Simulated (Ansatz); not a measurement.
Co:

```
Co
1.0
    -1.41457    1.39291    1.39216
     1.44298   -1.37513    1.40278
     1.41127    1.37182   -1.37438
Co
1
Direct
  0.00000 0.00000 0.00000
```

This isn't the form of Co at room conditions, which is hcp.

The cell isn't the ideal one: cell sheared at random, sigma 0.01, atoms nudged by 0.01 Å.

Base run:

| Item | Value |
| --- | --- |
| Program | Ansatz 0.2.0 |
| Functional | PBE |
| Potentials or basis | Ansatz PAW |
| Cutoff | 420 eV (not typed: the program's choice for these potentials) |
| k mesh | 11 × 11 × 11 |
| Occupations | fermi-dirac, width 0.05 eV |
| Spin | collinear spin, ferromagnetic start |
| Starting moments | [0.5] μB |
| Fixed moment | 0.5 μB |

Its results: pressure -8.7 GPa; site moments Co +0.54 μB.

Question: The run is repeated on the same cell with these changes: fixed moment from 0.5 μB to 1 μB; moments at the start from [0.5] to [1.0]. What comes out?

Answer: Pressure -6.3 GPa; site moments Co +1.06 μB.

Caveats: the total moment is fixed, so each spin has its own Fermi level; the thresholds are loose for stress.
